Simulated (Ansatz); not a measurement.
# WSe2: the cost of one run

Computed with Ansatz 0.2.0 (DFT PBE, scalar-relativistic, plane waves, PAW, unless a step's input says otherwise).

**1. The structure to begin with**

Symmetry: P-3m1, No. 164, trigonal system. The conventional cell has a = 3.318 Å, b = 3.318 Å, c = 24.069 Å, α = 90.00°, β = 90.00°, γ = 120.00°. W (site symmetry 3m) is surrounded by 6 Se at 2.54 Å. Se (site symmetry 3m) has 3 W at 2.54 Å in its first shell of neighbours.

Coordinates:

```
W Se
1.0
     9.95356    0.00000    0.00000
    -4.97678    8.62004    0.00000
     0.00000    0.00000   24.06852
W Se
18 36
Cartesian
  1.6589 0.9578 3.4066
  0.0000 3.8311 3.4066
  -1.6589 6.7045 3.4066
  4.9768 0.9578 3.4066
  3.3179 3.8311 3.4066
  1.6589 6.7045 3.4066
  8.2946 0.9578 3.4066
  6.6357 3.8311 3.4066
  4.9768 6.7045 3.4066
  0.0000 1.9156 20.6619
  -1.6589 4.7889 20.6619
  -3.3179 7.6623 20.6619
  3.3179 1.9156 20.6619
  1.6589 4.7889 20.6619
  0.0000 7.6623 20.6619
  6.6357 1.9156 20.6619
  4.9768 4.7889 20.6619
  3.3179 7.6623 20.6619
  0.0000 1.9156 5.0687
  -1.6589 4.7889 5.0687
  -3.3179 7.6623 5.0687
  3.3179 1.9156 5.0687
  1.6589 4.7889 5.0687
  0.0000 7.6623 5.0687
  6.6357 1.9156 5.0687
  4.9768 4.7889 5.0687
  3.3179 7.6623 5.0687
  1.6589 0.9578 22.3250
  0.0000 3.8311 22.3250
  -1.6589 6.7045 22.3250
  4.9768 0.9578 22.3250
  3.3179 3.8311 22.3250
  1.6589 6.7045 22.3250
  8.2946 0.9578 22.3250
  6.6357 3.8311 22.3250
  4.9768 6.7045 22.3250
  0.0000 1.9156 1.7435
  -1.6589 4.7889 1.7435
  -3.3179 7.6623 1.7435
  3.3179 1.9156 1.7435
  1.6589 4.7889 1.7435
  0.0000 7.6623 1.7435
  6.6357 1.9156 1.7435
  4.9768 4.7889 1.7435
  3.3179 7.6623 1.7435
  1.6589 0.9578 18.9998
  0.0000 3.8311 18.9998
  -1.6589 6.7045 18.9998
  4.9768 0.9578 18.9998
  3.3179 3.8311 18.9998
  1.6589 6.7045 18.9998
  8.2946 0.9578 18.9998
  6.6357 3.8311 18.9998
  4.9768 6.7045 18.9998
```

The runs take a perfect supercell of 54 atoms; the defect goes to fractional position (0.222, 0.111, 0.141).

**2. The perfect supercell**

File input.yaml:

```yaml
crystal:
  lattice:
    - [9.95356, 0.0, 0.0]
    - [-4.97678, 8.620036, 0.0]
    - [0.0, 0.0, 24.068519]
  atoms:
    - { symbol: W, position: [0.222222, 0.111111, 0.141538] }
    - { symbol: W, position: [0.222222, 0.444444, 0.141538] }
    - { symbol: W, position: [0.222222, 0.777778, 0.141538] }
    - { symbol: W, position: [0.555556, 0.111111, 0.141538] }
    - { symbol: W, position: [0.555556, 0.444444, 0.141538] }
    - { symbol: W, position: [0.555556, 0.777778, 0.141538] }
    - { symbol: W, position: [0.888889, 0.111111, 0.141538] }
    - { symbol: W, position: [0.888889, 0.444444, 0.141538] }
    - { symbol: W, position: [0.888889, 0.777778, 0.141538] }
    - { symbol: W, position: [0.111111, 0.222222, 0.858462] }
    - { symbol: W, position: [0.111111, 0.555556, 0.858462] }
    - { symbol: W, position: [0.111111, 0.888889, 0.858462] }
    - { symbol: W, position: [0.444444, 0.222222, 0.858462] }
    - { symbol: W, position: [0.444444, 0.555556, 0.858462] }
    - { symbol: W, position: [0.444444, 0.888889, 0.858462] }
    - { symbol: W, position: [0.777778, 0.222222, 0.858462] }
    - { symbol: W, position: [0.777778, 0.555556, 0.858462] }
    - { symbol: W, position: [0.777778, 0.888889, 0.858462] }
    - { symbol: Se, position: [0.111111, 0.222222, 0.210594] }
    - { symbol: Se, position: [0.111111, 0.555556, 0.210594] }
    - { symbol: Se, position: [0.111111, 0.888889, 0.210594] }
    - { symbol: Se, position: [0.444444, 0.222222, 0.210594] }
    - { symbol: Se, position: [0.444444, 0.555556, 0.210594] }
    - { symbol: Se, position: [0.444444, 0.888889, 0.210594] }
    - { symbol: Se, position: [0.777778, 0.222222, 0.210594] }
    - { symbol: Se, position: [0.777778, 0.555556, 0.210594] }
    - { symbol: Se, position: [0.777778, 0.888889, 0.210594] }
    - { symbol: Se, position: [0.222222, 0.111111, 0.927562] }
    - { symbol: Se, position: [0.222222, 0.444444, 0.927562] }
    - { symbol: Se, position: [0.222222, 0.777778, 0.927562] }
    - { symbol: Se, position: [0.555556, 0.111111, 0.927562] }
    - { symbol: Se, position: [0.555556, 0.444444, 0.927562] }
    - { symbol: Se, position: [0.555556, 0.777778, 0.927562] }
    - { symbol: Se, position: [0.888889, 0.111111, 0.927562] }
    - { symbol: Se, position: [0.888889, 0.444444, 0.927562] }
    - { symbol: Se, position: [0.888889, 0.777778, 0.927562] }
    - { symbol: Se, position: [0.111111, 0.222222, 0.072438] }
    - { symbol: Se, position: [0.111111, 0.555556, 0.072438] }
    - { symbol: Se, position: [0.111111, 0.888889, 0.072438] }
    - { symbol: Se, position: [0.444444, 0.222222, 0.072438] }
    - { symbol: Se, position: [0.444444, 0.555556, 0.072438] }
    - { symbol: Se, position: [0.444444, 0.888889, 0.072438] }
    - { symbol: Se, position: [0.777778, 0.222222, 0.072438] }
    - { symbol: Se, position: [0.777778, 0.555556, 0.072438] }
    - { symbol: Se, position: [0.777778, 0.888889, 0.072438] }
    - { symbol: Se, position: [0.222222, 0.111111, 0.789406] }
    - { symbol: Se, position: [0.222222, 0.444444, 0.789406] }
    - { symbol: Se, position: [0.222222, 0.777778, 0.789406] }
    - { symbol: Se, position: [0.555556, 0.111111, 0.789406] }
    - { symbol: Se, position: [0.555556, 0.444444, 0.789406] }
    - { symbol: Se, position: [0.555556, 0.777778, 0.789406] }
    - { symbol: Se, position: [0.888889, 0.111111, 0.789406] }
    - { symbol: Se, position: [0.888889, 0.444444, 0.789406] }
    - { symbol: Se, position: [0.888889, 0.777778, 0.789406] }
basis:
  ecutwfc: 420
  fft_grid_basis: typed
kpoints:
  mp_grid: { grid: [3, 3, 1] }
hamiltonian:
  xc: pbe
  pseudopotentials: { kind: paw }
scf:
  occupations: { method: gaussian, width: 0.05 }
output:
  forces: true
  stress: false
  eigenvalues: true
  bader: false
  write_density: true
  volumetric_format: npy
```

Launch:

```sh
> ansatz run input.yaml --threads 8 --pin off --max-ram 16384MiB --backend cpu --events-out ev --progress --plain --runs-dir out
```

**Question.** How long does this run take on 8 threads of Intel Xeon Platinum 8488C (Sapphire Rapids), shared host, and how much memory does it need?

About 22 s, with a peak of 12 GiB.
